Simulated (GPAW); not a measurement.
# Si (P6/mmm) in GPAW: relaxation of cell and atoms with PBEsol+D3(BJ)

Aim: the relaxation of cell and atoms of Si with PBEsol+D3(BJ).

Everything below comes from runs of GPAW 26.7.0. Logs are shortened: lines on timing, memory, paths and dates and some standing lists are left out, and cuts for length are marked. The log counts tension as positive stress, the text compression.

### Step 1. The crystal as given

It takes space group P6/mmm (No. 191, hexagonal). Conventional cell: a = 4.121 Å, b = 4.121 Å, c = 2.655 Å, α = 90.00°, β = 90.00°, γ = 120.00°. Around Si (site symmetry -6m2) lie 5 Si at 2.38 to 2.65 Å.

The cell was built by a generator and needn't be a form met in nature.

### Step 2. Relaxation of cell and atoms, PBEsol+D3(BJ)

Contents of run.py:

```python
from ase.calculators.mixing import SumCalculator
from ase.filters import FrechetCellFilter
from ase.io import read, write
from ase.optimize import FIRE
from dftd3.ase import DFTD3
from gpaw import GPAW, PW, setup_paths

setup_paths.insert(0, '.')

atoms = read('POSCAR')

calc = GPAW(mode=PW(600),
            xc='PBEsol',
            kpts={'size': (8, 8, 10), 'gamma': True},
            occupations={'name': 'fermi-dirac', 'width': 0.05},
            nbands=11,
            convergence={'density': 1e-05, 'forces': 0.0001},
            maxiter=150,
            txt='gpaw.txt')
atoms.calc = SumCalculator([calc, DFTD3(method='pbesol', damping='d3bj')])
opt = FIRE(FrechetCellFilter(atoms), trajectory='relax.traj', logfile='-')
done = opt.run(fmax=0.01, steps=60)
calc.write('gs.gpw')
write('result.traj', atoms)
print('Converged:', done)
print('Cell:', atoms.cell.cellpar().round(4))
print('Volume:', round(atoms.get_volume(), 4))
print(atoms.get_scaled_positions().round(5))
```

Contents of POSCAR:

```
Si
1.0
    4.1209498811      0.0000000000      0.0000000000
   -2.0604749406      3.5688472848      0.0000000000
    0.0000000000      0.0000000000      2.6547900000
Si
2
Direct
    0.3333300000      0.6666700000      0.5000000000
    0.6666633333      0.3333366667      0.5000000000
```

Potentials or basis: PAW data sets generated in the run's folder for this functional, pw.

Run with:

```console
gpaw-setup -f PBEsol Si
OMP_NUM_THREADS=1 python run.py
```

gpaw.txt:

```text
__  _  _
 | _ |_)|_||  |
 |__||  | ||/\| - 26.7.0

Input parameters:
  mode=PW(ecut=600.0),
  convergence={'density': 1e-05, 'forces': 0.0001},
  kpts=MonkhorstPack(size=(8, 8, 10), gamma=True),
  maxiter=150,
  nbands=11,
  occupations=Occupations(name='fermi-dirac', width=0.05),
  xc=XC(name='PBEsol')

Diagonalizing LCAO Hamiltonian
Converting LCAO to pw mode

        Si  Si

Atoms  # Å, Bohr magnetons
|   | symbol |         x |        y |        z |    initial magnetic moments |
|---|--------|-----------|----------|----------|-----------------------------|
| 0 |     Si | -0.000021 | 2.379243 | 1.327395 | ( 0.0000,  0.0000,  0.0000) |
| 1 |     Si |  2.060454 | 1.189628 | 1.327395 | ( 0.0000,  0.0000,  0.0000) |

Unit cell  # Å
| periodic |         x |        y |        z |  lengths |     angles |
|----------|-----------|----------|----------|----------|------------|
|      yes |  4.120950 | 0.000000 | 0.000000 | 4.120950 |  90.000000 |
|      yes | -2.060475 | 3.568847 | 0.000000 | 4.120950 |  90.000000 |
|      yes |  0.000000 | 0.000000 | 2.654790 | 2.654790 | 120.000000 |

Number of symmetries: 4
Symmetry operations  # r_c * U_cc + t_c -> r_c
|   | kind |            matrix            |
|---|------|------------------------------|
| 0 |  E   |  1, 0, 0,  0, 1, 0,  0, 0, 1 |
| 1 |  σ   |  1, 0, 0,  0, 1, 0,  0, 0,-1 |
| 2 |  σ   |  0,-1, 0, -1, 0, 0,  0, 0, 1 |
| 3 |  C2  |  0,-1, 0, -1, 0, 0,  0, 0,-1 |
[... 109 lines left out ...]
SCF iterations
|iter     | |      energy | eigst |  dens |force |
|---------|-|-------------|-------|-------|------|
|iter:   1| |  -10.836716 | -0.05 |       |      |
|iter:   2| |  -10.834801 | -2.44 | -0.95 |      |
|iter:   3| |  -10.782112 | -2.60 | -0.98 |      |
|iter:   4| |  -10.780310 | -3.39 | -1.54 |      |
|iter:   5| |  -10.780471c| -5.23 | -2.34 |      |
|iter:   6| |  -10.780477c| -6.76 | -3.17 |      |
|iter:   7| |  -10.780478c| -7.89c| -3.80 |      |
|iter:   8| |  -10.780478c| -7.57c| -4.24 |      |
|iter:   9| |  -10.780478c| -8.35c| -4.86 |      |
|iter:  10| |  -10.780478c| -9.56c| -5.66c|      |
|iter:  11| |  -10.780478c|-10.67c| -6.30c|-5.44c|

Converged in 11 steps
Energy contributions relative to reference atoms: (reference = -15743.393420)

Energy contributions:
  Kinetic:          11.051748
  Coulomb:          -9.411127
  Zero:             -0.025962
  External:          0.000000
  Xc:              -12.392040
  Entropy:          -0.006194
  Spinorbit:         0.000000
  ----------------------------
  Free energy:     -10.783574
  Extrapolated:    -10.780478
[... 19 lines left out ...]
No gap
No difference between direct/indirect transitions

Stress tensor  # eV/Ang^3
|        x |        y |        z |
|----------|----------|----------|
| 0.007801 | 0.000000 | 0.000000 |
| 0.000000 | 0.007801 | 0.000000 |
| 0.000000 | 0.000000 | 0.014744 |

Forces  # eV/Ang
|        x |        y |       z |
|----------|----------|---------|
|  0.00000 | -0.00000 | 0.00000 |  # Si   0
| -0.00000 |  0.00000 | 0.00000 |  # Si   1
[... 135 lines left out ...]
SCF iterations
|iter     | |      energy | eigst |  dens |force |
|---------|-|-------------|-------|-------|------|
|iter:   1| |  -10.783235 | -3.37 |       |      |
|iter:   2| |  -10.783195 | -6.15 | -2.39 |      |
|iter:   3| |  -10.782919c| -5.08 | -2.42 |      |
|iter:   4| |  -10.782906c| -6.08 | -3.12 |      |
|iter:   5| |  -10.782905c| -7.20 | -3.75 |      |
|iter:   6| |  -10.782905c| -8.45c| -4.80 |      |
|iter:   7| |  -10.782905c| -9.35c| -5.33c|      |
|iter:   8| |  -10.782905c|-10.24c| -5.97c|-7.68c|

Converged in 8 steps
Energy contributions relative to reference atoms: (reference = -15743.393420)

Energy contributions:
  Kinetic:          11.631449
  Coulomb:          -9.856571
  Zero:             -0.026639
  External:          0.000000
  Xc:              -12.528059
  Entropy:          -0.006170
  Spinorbit:         0.000000
  ----------------------------
  Free energy:     -10.785990
  Extrapolated:    -10.782905
[... 19 lines left out ...]
No gap
No difference between direct/indirect transitions

Stress tensor  # eV/Ang^3
|        x |        y |        z |
|----------|----------|----------|
| 0.004380 | 0.000000 | 0.000000 |
| 0.000000 | 0.004380 | 0.000000 |
| 0.000000 | 0.000000 | 0.010648 |

Forces  # eV/Ang
|        x |        y |       z |
|----------|----------|---------|
| -0.00000 |  0.00000 | 0.00000 |  # Si   0
|  0.00000 | -0.00000 | 0.00000 |  # Si   1
[... 180 lines left out ...]
No gap
No difference between direct/indirect transitions

Stress tensor  # eV/Ang^3
|         x |         y |        z |
|-----------|-----------|----------|
| -0.002217 |  0.000000 | 0.000000 |
|  0.000000 | -0.002217 | 0.000000 |
|  0.000000 |  0.000000 | 0.002660 |

Forces  # eV/Ang
|        x |        y |       z |
|----------|----------|---------|
|  0.00000 | -0.00000 | 0.00000 |  # Si   0
| -0.00000 |  0.00000 | 0.00000 |  # Si   1
[... 135 lines left out ...]
SCF iterations
|iter     | |      energy | eigst |  dens |force |
|---------|-|-------------|-------|-------|------|
|iter:   1| |  -10.783215 | -2.60 |       |      |
|iter:   2| |  -10.782978 | -5.41 | -2.00 |      |
|iter:   3| |  -10.781326c| -4.32 | -2.03 |      |
|iter:   4| |  -10.781246c| -5.32 | -2.74 |      |
|iter:   5| |  -10.781243c| -6.43 | -3.35 |      |
|iter:   6| |  -10.781243c| -7.71c| -4.41 |      |
|iter:   7| |  -10.781243c| -8.62c| -4.95 |      |
|iter:   8| |  -10.781243c| -9.53c| -5.57c|      |
|iter:   9| |  -10.781243c|-10.27c| -6.37c|-6.48c|

Converged in 9 steps
Energy contributions relative to reference atoms: (reference = -15743.393420)

Energy contributions:
  Kinetic:          14.205754
  Coulomb:         -11.833868
  Zero:             -0.029661
  External:          0.000000
  Xc:              -13.120456
  Entropy:          -0.006022
  Spinorbit:         0.000000
  ----------------------------
  Free energy:     -10.784254
  Extrapolated:    -10.781243
[... 169 lines left out ...]
SCF iterations
|iter     | |      energy | eigst |  dens |force |
|---------|-|-------------|-------|-------|------|
|iter:   1| |  -10.772452 | -2.54 |       |      |
|iter:   2| |  -10.772174 | -5.36 | -1.97 |      |
|iter:   3| |  -10.770232c| -4.26 | -2.00 |      |
|iter:   4| |  -10.770138c| -5.26 | -2.71 |      |
|iter:   5| |  -10.770135c| -6.36 | -3.32 |      |
|iter:   6| |  -10.770135c| -7.64c| -4.37 |      |
|iter:   7| |  -10.770135c| -8.57c| -4.92 |      |
|iter:   8| |  -10.770135c| -9.48c| -5.52c|      |
|iter:   9| |  -10.770135c|-10.20c| -6.19c|-7.07c|

Converged in 9 steps
Energy contributions relative to reference atoms: (reference = -15743.393420)

Energy contributions:
  Kinetic:          15.854349
  Coulomb:         -13.099215
  Zero:             -0.031621
  External:          0.000000
  Xc:              -13.490688
  Entropy:          -0.005918
  Spinorbit:         0.000000
  ----------------------------
  Free energy:     -10.773094
  Extrapolated:    -10.770135
[... 169 lines left out ...]
SCF iterations
|iter     | |      energy | eigst |  dens |force |
|---------|-|-------------|-------|-------|------|
|iter:   1| |  -10.770459 | -5.84 |       |      |
|iter:   2| |  -10.770459 | -7.54c| -3.65 |      |
|iter:   3| |  -10.770459c| -7.52c| -3.68 |      |
|iter:   4| |  -10.770458c| -7.72c| -4.35 |      |
|iter:   5| |  -10.770458c| -8.25c| -4.94 |      |
|iter:   6| |  -10.770458c| -8.82c| -5.92c|      |
|iter:   7| |  -10.770458c| -9.54c| -6.21c|-7.27c|
[... 184 lines left out ...]
SCF iterations
|iter     | |      energy | eigst |  dens |force |
|---------|-|-------------|-------|-------|------|
|iter:   1| |  -10.771085 | -5.19 |       |      |
|iter:   2| |  -10.771085 | -8.12c| -3.36 |      |
|iter:   3| |  -10.771082c| -6.98 | -3.39 |      |
|iter:   4| |  -10.771082c| -8.01c| -4.09 |      |
|iter:   5| |  -10.771082c| -8.38c| -4.68 |      |
|iter:   6| |  -10.771082c| -9.15c| -5.80c|      |
|iter:   7| |  -10.771082c|-10.08c| -6.26c|-7.94c|

Converged in 7 steps
Energy contributions relative to reference atoms: (reference = -15743.393420)

Energy contributions:
  Kinetic:          15.744731
  Coulomb:         -13.014813
  Zero:             -0.031499
  External:          0.000000
  Xc:              -13.466531
  Entropy:          -0.005940
  Spinorbit:         0.000000
  ----------------------------
  Free energy:     -10.774052
  Extrapolated:    -10.771082
[... 169 lines left out ...]
SCF iterations
|iter     | |      energy | eigst |  dens |force |
|---------|-|-------------|-------|-------|------|
|iter:   1| |  -10.771966 | -4.86 |       |      |
|iter:   2| |  -10.771965 | -7.80c| -3.20 |      |
|iter:   3| |  -10.771959c| -6.65 | -3.23 |      |
|iter:   4| |  -10.771958c| -7.69c| -3.93 |      |
|iter:   5| |  -10.771958c| -8.05c| -4.52 |      |
|iter:   6| |  -10.771958c| -8.83c| -5.64c|      |
|iter:   7| |  -10.771958c| -9.75c| -6.10c|-7.12c|
[... 184 lines left out ...]
SCF iterations
|iter     | |      energy | eigst |  dens |force |
|---------|-|-------------|-------|-------|------|
|iter:   1| |  -10.773039 | -4.63 |       |      |
|iter:   2| |  -10.773038 | -7.60c| -3.09 |      |
|iter:   3| |  -10.773027c| -6.45 | -3.12 |      |
|iter:   4| |  -10.773026c| -7.48c| -3.83 |      |
|iter:   5| |  -10.773026c| -7.85c| -4.42 |      |
|iter:   6| |  -10.773026c| -8.62c| -5.53c|      |
|iter:   7| |  -10.773026c| -9.54c| -5.99c|-6.86c|
[... 184 lines left out ...]
SCF iterations
|iter     | |      energy | eigst |  dens |force |
|---------|-|-------------|-------|-------|------|
|iter:   1| |  -10.774232 | -4.51 |       |      |
|iter:   2| |  -10.774230 | -7.45c| -3.02 |      |
|iter:   3| |  -10.774215c| -6.31 | -3.05 |      |
|iter:   4| |  -10.774214c| -7.35 | -3.76 |      |
|iter:   5| |  -10.774214c| -7.72c| -4.35 |      |
|iter:   6| |  -10.774214c| -8.48c| -5.46c|      |
|iter:   7| |  -10.774214c| -9.40c| -5.92c|-7.04c|
[... 432 lines left out ...]
Forces  # eV/Ang
|        x |        y |       z |
|----------|----------|---------|
|  0.00000 | -0.00000 | 0.00000 |  # Si   0
| -0.00000 |  0.00000 | 0.00000 |  # Si   1

# Writing to gs.gpw (mode='')
```

Wall time 4.1 min (1 thread of Arm Neoverse V1, shared host); peak memory 0.33 GiB.

What came out:

```yaml
Free_energy: -11.3602 eV
Relaxed_volume: 18.63 Å³/atom
Relaxed_cell: a = 4.065 Å, b = 4.065 Å, c = 2.603 Å, α = 90.00°, β = 90.00°, γ = 120.00°
Space_group_after_relaxing_to_0.05_Å: P6/mmm (No. 191)
Energy_gained_by_relaxing: 11.6 meV/atom
Ionic_steps: 12
Pressure_after_relaxing: 0.0 GPa
Band_gap_on_the_k_mesh: none (metal or under the smearing width)
Dispersion_energy_per_atom: -0.290 eV
```

Step by step:
```
step  energy change (eV)  largest force (eV/Å)  pressure (GPa)  volume (Å³)
   1              0.0000                0.0000           -3.91        39.04
   2             -0.0064                0.0000           -3.36        38.77
   3             -0.0156                0.0000           -2.29        38.26
   4             -0.0223                0.0000           -0.80        37.60
   5             -0.0222                0.0000            0.94        36.90
   6             -0.0223                0.0000            0.90        36.92
   7             -0.0224                0.0000            0.82        36.95
   8             -0.0226                0.0000            0.71        36.99
   9             -0.0228                0.0000            0.57        37.04
  10             -0.0230                0.0000            0.41        37.11
  11             -0.0231                0.0000            0.23        37.18
  12             -0.0232                0.0000            0.04        37.25
```

Final structure:
```xyz
2
Lattice="4.0652 0.0000 0.0000 -2.0326 3.5206 0.0000 0.0000 0.0000 2.6028" Properties=species:S:1:pos:R:3 pbc="T T T"
Si    0.0000    2.3471    1.3014
Si    2.0326    1.1735    1.3014
```

Caveat: later steps reuse the first step's grids; pairwise dispersion overbinds metals, which lowers pressure and volume.
